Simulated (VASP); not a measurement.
# Ti (P6_3/mmc) in VASP: notebook

The runs below take Ti through single point, with PBE.

All numbers are computed with VASP 6.6.1; they aren't measurements. Logs are shortened: lines on timing, memory, paths and dates and some standing lists are left out, and cuts for length are marked.

### Step 1. The crystal as given

It takes space group P6_3/mmc (No. 194, hexagonal). The conventional cell has a = 2.950 Å, b = 2.950 Å, c = 4.680 Å, α = 90.00°, β = 90.00°, γ = 120.00°. Around Ti (site symmetry -6m2) lie 12 Ti at 2.89 to 2.95 Å.

### Step 2. Single point, PBE

INCAR

```
ALGO     = Normal         # electronic algorithm
EDIFF    = 1E-7           # SCF threshold, eV
ENCUT    = 450            # plane-wave cutoff, eV
GGA      = PE             # functional
ISIF     = 2              # what is computed and relaxed
ISMEAR   = 0              # smearing method
LASPH    = True           # aspherical terms in the spheres
LCHARG   = False          # write CHGCAR
LREAL    = False          # projectors in reciprocal space
LWAVE    = False          # write WAVECAR
NELM     = 60             # most SCF steps
PREC     = Accurate       # precision mode
SIGMA    = 0.1            # smearing width, eV
```

KPOINTS

```
k-points
0
Gamma
  12 12 6
```

POSCAR

```
Ti
1.0
    2.9500000000      0.0000000000      0.0000000000
   -1.4750000000      2.5547749400      0.0000000000
    0.0000000000      0.0000000000      4.6800000000
Ti
2
Direct
    0.3333333300      0.6666666700      0.2500000000
    0.6666666700      0.3333333300      0.7500000000
```

Potentials or basis: VASP PAW PBE potentials, release 64 (Ti_sv).

Started as:

```console
$ cat potpaw_PBE.64/Ti_sv/POTCAR > POTCAR
$ mpirun -np 1 vasp_std > vasp.out
```

OUTCAR:

```text
EDIFF = 1E-7
   ENCUT = 450
   GGA = PE
   ISIF = 2
   ISMEAR = 0
   LASPH = True
   LREAL = False
   NELM = 60
   PREC = Accurate

 ion  position               nearest neighbor table
   1  0.333  0.667  0.250-   2 2.89   2 2.89   2 2.89   2 2.89   2 2.89   2 2.89
   2  0.667  0.333  0.750-   1 2.89   1 2.89   1 2.89   1 2.89   1 2.89   1 2.89

  LATTYP: Found a hexagonal cell.
 ALAT       =     2.9500000000
 C/A-ratio  =     1.5864406780

  Lattice vectors:

 A1 = (   2.9500000000,   0.0000000000,   0.0000000000)
 A2 = (  -1.4750000000,   2.5547749400,   0.0000000000)
 A3 = (   0.0000000000,   0.0000000000,   4.6800000000)

Analysis of symmetry for initial positions (statically):
=====================================================================
 Subroutine PRICEL returns:
 Original cell was already a primitive cell.

 Routine SETGRP: Setting up the symmetry group for a
 hexagonal supercell.

 Subroutine GETGRP returns: Found 24 space group operations
 (whereof 12 operations were pure point group operations)
 out of a pool of 24 trial point group operations.

The static configuration has the point symmetry D_3d.
 The point group associated with its full space group is D_6h.

Analysis of symmetry for dynamics (positions and initial velocities):
=====================================================================
 Subroutine PRICEL returns:
 Original cell was already a primitive cell.

 Routine SETGRP: Setting up the symmetry group for a
 hexagonal supercell.

 Subroutine GETGRP returns: Found 24 space group operations
 (whereof 12 operations were pure point group operations)
 out of a pool of 24 trial point group operations.

The dynamic configuration has the point symmetry D_3d.
 The point group associated with its full space group is D_6h.

 Subroutine INISYM returns: Found 24 space group operations
 (whereof 12 operations are pure point group operations),
 and found     1 'primitive' translations

----------------------------------------------------------------------------------------

                                     Primitive cell

  volume of cell :      35.2712

  direct lattice vectors                    reciprocal lattice vectors
     2.950000000  0.000000000  0.000000000     0.338983051  0.195711956  0.000000000
    -1.475000000  2.554774940  0.000000000     0.000000000  0.391423911  0.000000000
     0.000000000  0.000000000  4.680000000     0.000000000  0.000000000  0.213675214

  length of vectors
     2.950000000  2.949999999  4.680000000     0.391423911  0.391423911  0.213675214

  position of ions in fractional coordinates (direct lattice)
     0.333333330  0.666666670  0.250000000
     0.666666670  0.333333330  0.750000000

  ion indices of the primitive-cell ions
   primitive index   ion index
                 1           1
                 2           2

----------------------------------------------------------------------------------------

 KPOINTS: k-points

Automatic generation of k-mesh.
 Grid dimensions read from file:
 generate k-points for:   12   12    6

 Generating k-lattice:

  Cartesian coordinates                     Fractional coordinates (reciprocal lattice)
     0.028248588  0.016309330  0.000000000     0.083333333 -0.000000000  0.000000000
     0.000000000  0.032618659  0.000000000     0.000000000  0.083333333  0.000000000
     0.000000000  0.000000000  0.035612536     0.000000000  0.000000000  0.166666667

  Length of vectors
     0.032618659  0.032618659  0.035612536

  Shift w.r.t. Gamma in fractional coordinates (k-lattice)
     0.000000000  0.000000000  0.000000000

 Subroutine IBZKPT returns following result:
 ===========================================

 Found     76 irreducible k-points:

 Following reciprocal coordinates:
            Coordinates               Weight
  0.000000  0.000000  0.000000      1.000000
  0.083333  0.000000  0.000000      6.000000
  0.166667  0.000000  0.000000      6.000000
  0.250000  0.000000  0.000000      6.000000
  0.333333 -0.000000  0.000000      6.000000
  0.416667  0.000000  0.000000      6.000000
[... 16 lines left out ...]
  0.250000  0.000000  0.166667     12.000000
  0.333333 -0.000000  0.166667     12.000000
 [... further k-points ...]
   k-points           NKPTS =     76   k-points in BZ     NKDIM =     76   number of bands    NBANDS=     16
   number of dos      NEDOS =    301   number of ions     NIONS =      2
   total plane-waves  NPLWV =  12800
   dimension x,y,z NGX =    20 NGY =   20 NGZ =   32
   dimension x,y,z NGXF=    40 NGYF=   40 NGZF=   64
   ions per type =               2
   NGX,Y,Z   is equivalent  to a cutoff of  11.27, 11.27, 11.37 a.u.
   NGXF,Y,Z  is equivalent  to a cutoff of  22.54, 22.54, 22.73 a.u.
 SYSTEM =  unknown system
   PREC   = accura    normal or accurate (medium, high low for compatibility)
   ISTART =      0    job   : 0-new  1-cont  2-samecut
   ICHARG =      2    charge: 1-file 2-atom 10-const
   ISPIN  =      1    spin polarized calculation?
   LNONCOLLINEAR =      F non collinear calculations
   LSORBIT =      F    spin-orbit coupling
   LASPH  =      T    aspherical Exc in radial PAW
   ENCUT  =  450.0 eV  33.07 Ry    5.75 a.u.   5.10  5.10  8.09*2*pi/ulx,y,z
   NELM   =     60;   NELMIN=  2; NELMDL= -5     # of ELM steps
   EDIFF  = 0.1E-06   stopping-criterion for ELM
   LREAL  =      F    real-space projection
   EDIFFG = 0.1E-05   stopping-criterion for IOM
   NSW    =      0    number of steps for IOM
   IBRION =     -1    ionic relax: 0-MD 1-quasi-New 2-CG
   NFREE  =      0    steps in history (QN), initial steepest desc. (CG)
   ISIF   =      2    stress and relaxation
   ISYM   =      2    0-nonsym 1-usesym 2-fastsym
   POTIM  = 0.5000    time-step for ionic-motion
   TEBEG  =    0.0;   TEEND  =   0.0 temperature during run
   PSTRESS=    0.0 pullay stress
   NELECT =      24.0000    total number of electrons
   NUPDOWN=      -1.0000    fix difference up-down
   EMIN   =  10.00;   EMAX   =-10.00  energy-range for DOS
   EFERMI =   0.00;   METHOD = LEGACY
   ISMEAR =     0;   SIGMA  =   0.10  broadening in eV -4-tet -1-fermi 0-gaus
   EFERMI_NEDOS =   21; number of points for ismear=-14 and -15
   IALGO  =     38    algorithm
   IMIX   =      4    mixing-type and parameters
     AMIX     =   0.40;   BMIX     =  1.00
     AMIX_MAG =   1.60;   BMIX_MAG =  1.00
  volume/ion in A,a.u.               =      17.64       119.01
  Fermi-wavevector in a.u.,A,eV,Ry     =   1.439920  2.721055 28.209912  2.073370
  Thomas-Fermi vector in A             =   2.558722
   LORBIT       =      0    0 simple, 1 ext, 2 COOP (PROOUT), +10 PAW based schemes
   GGA     = PE    functional components
   LHFCALC =     F    Hartree Fock is set to
   AEXX    =    0.0000 exact exchange contribution
   IVDW    =     0    specifies the selected vdW correction
   LEPSILON=     F    determine dielectric tensor
   LRPA    =     F    only Hartree local field effects (RPA)
 non-spin polarized calculation
 Gauss-broadening in eV      SIGMA  =   0.10
  energy-cutoff  :      450.00
  volume of cell :       35.27
 maximum number of plane-waves:       780
   NGX = 11   NGY = 11   NGZ = 17

 number of electron      24.0000006 magnetization

 Free energy of the ion-electron system (eV)
  ---------------------------------------------------
  ext. energy  EPLUGINS =         0.00000000
  ---------------------------------------------------
  free energy    TOTEN  =       -15.66878764 eV

  energy without entropy =      -15.65806857  energy(sigma->0) =      -15.66342811

 E-fermi :   8.1987     XC(G=0): -11.4257

 val. band max:        8.1713511484   @ k =   0.1667   0.0000   0.0000
 cond. band min:       8.2041971569   @ k =   0.2500   0.2500   0.3333
 fundamental gap:      0.0328460084
 Fermi energy:         8.1987050084

 k-point     1 :       0.0000    0.0000    0.0000
  band No.  band energies     occupation
      1     -48.7069      2.00000
      2     -48.5793      2.00000
      3     -25.2794      2.00000
      4     -24.6657      2.00000
      5     -24.6657      2.00000
      6     -24.6079      2.00000
[... 8 lines left out ...]
     15       9.4281      0.00000
     16       9.4281      0.00000

 k-point     2 :       0.0833    0.0000    0.0000
  band No.  band energies     occupation
      1     -48.7005      2.00000
      2     -48.5766      2.00000
      3     -25.2649      2.00000
      4     -24.6953      2.00000
      5     -24.6755      2.00000
      6     -24.6140      2.00000
[... 8 lines left out ...]
     15       9.3494      0.00000
     16       9.5479      0.00000

 k-point     3 :       0.1667    0.0000    0.0000
  band No.  band energies     occupation
      1     -48.6827      2.00000
      2     -48.5701      2.00000
      3     -25.2236      2.00000
      4     -24.7768      2.00000
      5     -24.7017      2.00000
      6     -24.6839      2.00000
[... 8 lines left out ...]
     15       9.4541      0.00000
     16       9.4658      0.00000

 k-point     4 :       0.2500    0.0000    0.0000
  band No.  band energies     occupation
      1     -48.6570      2.00000
      2     -48.5621      2.00000
      3     -25.1616      2.00000
      4     -24.8893      2.00000
      5     -24.7930      2.00000
      6     -24.7360      2.00000
[... 8 lines left out ...]
     15       9.2140      0.00000
     16      10.0507      0.00000

 k-point     5 :       0.3333   -0.0000    0.0000
  band No.  band energies     occupation
      1     -48.6296      2.00000
      2     -48.5560      2.00000
      3     -25.0887      2.00000
      4     -25.0027      2.00000
      5     -24.8982      2.00000
      6     -24.7692      2.00000
[... 8 lines left out ...]
     15       8.9933      0.00000
     16      10.7225      0.00000

 k-point     6 :       0.4167    0.0000    0.0000
  band No.  band energies     occupation
      1     -48.6063      2.00000
      2     -48.5542      2.00000
      3     -25.0859      2.00000
      4     -25.0208      2.00000
      5     -24.9733      2.00000
      6     -24.7929      2.00000
[... 8 lines left out ...]
     15       9.2160      0.00000
     16      11.2593      0.00000
[... 267 lines left out ...]
 k-point    21 :       0.0833    0.0000    0.1667
  band No.  band energies     occupation
      1     -48.6923      2.00000
      2     -48.5852      2.00000
      3     -25.2240      2.00000
      4     -24.6882      2.00000
      5     -24.6699      2.00000
      6     -24.6688      2.00000
[... 8 lines left out ...]
     15       9.3051      0.00000
     16       9.4161      0.00000

 k-point    22 :       0.1667    0.0000    0.1667
  band No.  band energies     occupation
      1     -48.6751      2.00000
      2     -48.5777      2.00000
      3     -25.1908      2.00000
      4     -24.7672      2.00000
      5     -24.7299      2.00000
      6     -24.6940      2.00000
[... 8 lines left out ...]
     15       9.2179      0.00000
     16       9.6722      0.00000

 k-point    23 :       0.2500    0.0000    0.1667
  band No.  band energies     occupation
      1     -48.6507      2.00000
      2     -48.5686      2.00000
      3     -25.1462      2.00000
      4     -24.8727      2.00000
      5     -24.8267      2.00000
      6     -24.7272      2.00000
[... 8 lines left out ...]
     15       9.1786      0.00000
     16      10.1016      0.00000

 k-point    24 :       0.3333   -0.0000    0.1667
  band No.  band energies     occupation
      1     -48.6246      2.00000
      2     -48.5611      2.00000
      3     -25.1169      2.00000
      4     -24.9644      2.00000
      5     -24.9155      2.00000
      6     -24.7593      2.00000
[... 8 lines left out ...]
     15       9.1526      0.00000
     16      10.7223      0.00000

 [... further k-points ...]

------------------------ aborting loop because EDIFF is reached ----------------------------------------

  FORCE on cell =-STRESS in cart. coord.  units (eV):
  Direction    XX          YY          ZZ          XY          YZ          ZX
  --------------------------------------------------------------------------------------
  -------------------------------------------------------------------------------------
  Total       -0.4590052     -0.4590052     -0.4796605      0.0000000      0.0000000      0.0000000
  in kB      -20.8500790    -20.8500790    -21.7883347      0.0000000      0.0000000      0.0000000
  external PRESSURE =     -21.1628309 kB  Pullay stress =       0.0000000 kB

 VOLUME and BASIS-vectors are now :
 -----------------------------------------------------------------------------
  energy-cutoff  :      450.00
  volume of cell :       35.27
      direct lattice vectors                 reciprocal lattice vectors
     2.950000000  0.000000000  0.000000000     0.338983051  0.195711956  0.000000000
    -1.475000000  2.554774940  0.000000000     0.000000000  0.391423911  0.000000000
     0.000000000  0.000000000  4.680000000     0.000000000  0.000000000  0.213675214

 POSITION                                       TOTAL-FORCE (eV/Angst)
 -----------------------------------------------------------------------------------
     -0.00000      1.70318      1.17000         0.000000      0.000000      0.000000
      1.47500      0.85159      3.51000        -0.000000      0.000000      0.000000
 -----------------------------------------------------------------------------------
    total drift:                               -0.000009      0.000005     -0.000000

  FREE ENERGIE OF THE ION-ELECTRON SYSTEM (eV)
  ---------------------------------------------------
  free  energy   TOTEN  =       -15.6687876426 eV

  energy  without entropy=      -15.6580685736  energy(sigma->0) =      -15.66342811
```

Wall time 15 s (1 thread of AMD EPYC 9R45 (Zen 5), shared host); peak memory 0.12 GiB.

What came out:

```
Free energy            : -15.6688 eV
Pressure               : -2.1 GPa
Band gap on the k mesh : none (metal or under the smearing width)
```

Levels at points of the mesh, in eV from the Fermi level:
```
           k point  band 8  band 9  band 10  band 11  band 12  band 13  band 14  band 15  band 16
(0.00, 0.00, 0.00)  -32.77   -6.19    -2.67     0.69     0.75     0.75     0.84     1.23     1.23
(0.50, 0.00, 0.00)  -32.84   -2.34    -2.13    -1.83    -0.66     0.46     0.59     1.13     3.26
(0.00, 0.00, 0.50)  -32.82   -4.35    -4.35     0.06     0.06     0.66     0.66     0.66     0.66
(0.50, 0.00, 0.50)  -32.92   -2.52    -2.52    -0.82    -0.82     1.27     1.27     1.68     1.68
```

### Step 3. Single point, PBE

Changes to INCAR since step 2:

```diff
@@ -2,3 +2,3 @@
 EDIFF    = 1E-7           # SCF threshold, eV
-ENCUT    = 450            # plane-wave cutoff, eV
+ENCUT    = 520            # plane-wave cutoff, eV
 GGA      = PE             # functional
```

KPOINTS is that of step 2.

POSCAR is that of step 2.

Potentials or basis: VASP PAW PBE potentials, release 64 (Ti_sv).

Started as:

```console
$ cat potpaw_PBE.64/Ti_sv/POTCAR > POTCAR
$ mpirun -np 1 vasp_std > vasp.out
```

OUTCAR:

```text
EDIFF = 1E-7
   ENCUT = 520
   GGA = PE
   ISIF = 2
   ISMEAR = 0
   LASPH = True
   LREAL = False
   NELM = 60
   PREC = Accurate

 ion  position               nearest neighbor table
   1  0.333  0.667  0.250-   2 2.89   2 2.89   2 2.89   2 2.89   2 2.89   2 2.89
   2  0.667  0.333  0.750-   1 2.89   1 2.89   1 2.89   1 2.89   1 2.89   1 2.89

  LATTYP: Found a hexagonal cell.
 ALAT       =     2.9500000000
 C/A-ratio  =     1.5864406780

  Lattice vectors:

 A1 = (   2.9500000000,   0.0000000000,   0.0000000000)
 A2 = (  -1.4750000000,   2.5547749400,   0.0000000000)
 A3 = (   0.0000000000,   0.0000000000,   4.6800000000)

Analysis of symmetry for initial positions (statically):
=====================================================================
 Subroutine PRICEL returns:
 Original cell was already a primitive cell.

 Routine SETGRP: Setting up the symmetry group for a
 hexagonal supercell.

 Subroutine GETGRP returns: Found 24 space group operations
 (whereof 12 operations were pure point group operations)
 out of a pool of 24 trial point group operations.

The static configuration has the point symmetry D_3d.
 The point group associated with its full space group is D_6h.
[... 164 lines left out ...]
 E-fermi :   8.1975     XC(G=0): -11.4257

 val. band max:        8.1701513889   @ k =   0.1667   0.0000   0.0000
 cond. band min:       8.2027456275   @ k =   0.2500   0.2500   0.3333
 fundamental gap:      0.0325942386
 Fermi energy:         8.1974761397

 k-point     1 :       0.0000    0.0000    0.0000
  band No.  band energies     occupation
      1     -48.7105      2.00000
      2     -48.5829      2.00000
      3     -25.2803      2.00000
      4     -24.6667      2.00000
      5     -24.6667      2.00000
      6     -24.6089      2.00000
[... 433 lines left out ...]
      3     -25.1178      2.00000
      4     -24.9654      2.00000
      5     -24.9165      2.00000
      6     -24.7604      2.00000
[... 8 lines left out ...]
     15       9.1513      0.00000
     16      10.7212      0.00000

 [... further k-points ...]

------------------------ aborting loop because EDIFF is reached ----------------------------------------

  FORCE on cell =-STRESS in cart. coord.  units (eV):
  Direction    XX          YY          ZZ          XY          YZ          ZX
  --------------------------------------------------------------------------------------
  -------------------------------------------------------------------------------------
  Total       -0.3843130     -0.3843130     -0.4038096     -0.0000000     -0.0000000      0.0000000
  in kB      -17.4572202    -17.4572202    -18.3428463     -0.0000000     -0.0000000      0.0000000
  external PRESSURE =     -17.7524289 kB  Pullay stress =       0.0000000 kB

 VOLUME and BASIS-vectors are now :
 -----------------------------------------------------------------------------
  energy-cutoff  :      520.00
  volume of cell :       35.27
      direct lattice vectors                 reciprocal lattice vectors
     2.950000000  0.000000000  0.000000000     0.338983051  0.195711956  0.000000000
    -1.475000000  2.554774940  0.000000000     0.000000000  0.391423911  0.000000000
     0.000000000  0.000000000  4.680000000     0.000000000  0.000000000  0.213675214

 POSITION                                       TOTAL-FORCE (eV/Angst)
 -----------------------------------------------------------------------------------
     -0.00000      1.70318      1.17000         0.000000      0.000000      0.000000
      1.47500      0.85159      3.51000        -0.000000     -0.000000      0.000000
 -----------------------------------------------------------------------------------
    total drift:                               -0.000009      0.000005     -0.000000

  FREE ENERGIE OF THE ION-ELECTRON SYSTEM (eV)
  ---------------------------------------------------
  free  energy   TOTEN  =       -15.6733971180 eV

  energy  without entropy=      -15.6626791508  energy(sigma->0) =      -15.66803813
```

Wall time 24 s (1 thread of AMD EPYC 9R45 (Zen 5), shared host); peak memory 0.14 GiB.

What came out:

```yaml
Free_energy: -15.6734 eV
Pressure: -1.8 GPa
Band_gap_on_the_k_mesh: none (metal or under the smearing width)
```

Stress tensor (GPa, compression positive):
```
-1.75  0.00  0.00
 0.00 -1.75  0.00
 0.00  0.00 -1.83
```

Levels at points of the mesh, in eV from the Fermi level:
```csv
k point,band 10,band 11,band 12,band 13,band 14,band 15
"(0.00, 0.00, 0.00)",-2.68,0.69,0.75,0.75,0.84,1.23
"(0.50, 0.00, 0.00)",-2.13,-1.83,-0.66,0.46,0.59,1.13
"(0.00, 0.00, 0.50)",-4.36,0.06,0.06,0.66,0.66,0.66
"(0.50, 0.00, 0.50)",-2.52,-0.82,-0.82,1.27,1.27,1.68
```
